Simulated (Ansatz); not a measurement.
# Relaxation path: PbS (zincblende type)

DFT, PBEsol, PAW with Ansatz's default frozen-core files, scalar-relativistic (Ansatz 0.2.0); a Γ-centred 12×12×12 k mesh, Fermi–Dirac smearing of 0.05 eV, no spin polarisation. The run relaxes cell and atoms at a target pressure of 0 GPa.

Command: `ansatz run input.yaml --threads 1 --pin off --max-ram 2048MiB --backend cpu --events-out ev --progress --plain --runs-dir out` It took 28 s on 1 thread of Arm Neoverse V1, on a shared host, peak memory 0.41 GiB.

```yaml
crystal:
  lattice:
    - [0.0, 3.107232506, 3.107232506]
    - [3.107232506, 0.0, 3.107232506]
    - [3.107232506, 3.107232506, 0.0]
  atoms:
    - { symbol: Pb, position: [0.0, 0.0, 0.0] }
    - { symbol: S, position: [0.25, 0.25, 0.25] }
kpoints:
  mp_grid: { grid: [12, 12, 12] }
scf:
  occupations: { method: fermi_dirac, width: 0.05 }
hamiltonian:
  xc: pbesol
  pseudopotentials: { kind: paw }
output:
  forces: true
  stress: true
relax:
  f_tol: 0.005
  max_steps: 40
  cell: {}
```

Each step lists its free energy a cell above the last geometry, the pressure, the cell vectors (Å), and Cartesian positions (Å) with forces (eV/Å).

The first step:

```
step 1  dF = 225.83 meV  P = 8.23 GPa
  cell 0.0000 3.1072 3.1072  3.1072 0.0000 3.1072  3.1072 3.1072 0.0000
  Pb 0.0000 0.0000 0.0000   0.0000 0.0000 0.0000
  S 1.5536 1.5536 1.5536   0.0000 0.0000 0.0000
```

Spin–orbit coupling is left out, which matters for the heavy atoms. The PAW files were made under PBE.

The symmetry of the start is kept and no stability test is made, so the end need not be the stable phase.

Problem. Where does the relaxation end, and by which steps?

Solution. After 4 geometries, with conventional a, b, c = 6.543, 6.543, 6.543 Å, at 35.013 Å³/atom (+16.71 % against the start) in space group F-43m, with a shortest distance of 2.833 Å. The further steps:
```
step 2  dF = 1.14 meV  P = 0.47 GPa
  cell 0.0000 3.2587 3.2587  3.2587 0.0000 3.2587  3.2587 3.2587 0.0000
  Pb 0.0000 0.0000 0.0000   0.0000 0.0000 0.0000
  S 1.6294 1.6294 1.6294   0.0000 0.0000 0.0000
step 3  dF = 0.04 meV  P = 0.10 GPa
  cell 0.0000 3.2689 3.2689  3.2689 0.0000 3.2689  3.2689 3.2689 0.0000
  Pb 0.0000 0.0000 0.0000   0.0000 0.0000 0.0000
  S 1.6344 1.6344 1.6344   0.0000 0.0000 0.0000
step 4  dF = 0.00 meV  P = 0.00 GPa
  cell 0.0000 3.2715 3.2715  3.2715 0.0000 3.2715  3.2715 3.2715 0.0000
  Pb 0.0000 0.0000 0.0000   0.0000 0.0000 0.0000
  S 1.6357 1.6357 1.6357   0.0000 0.0000 0.0000
step 5  dF = -0.78 meV  P = 0.00 GPa  (same geometry on a basis chosen anew; earlier energies don't compare to the last digit)
  cell 0.0000 3.2715 3.2715  3.2715 0.0000 3.2715  3.2715 3.2715 0.0000
  Pb 0.0000 0.0000 0.0000   0.0000 0.0000 0.0000
  S 1.6357 1.6357 1.6357   0.0000 0.0000 0.0000
```
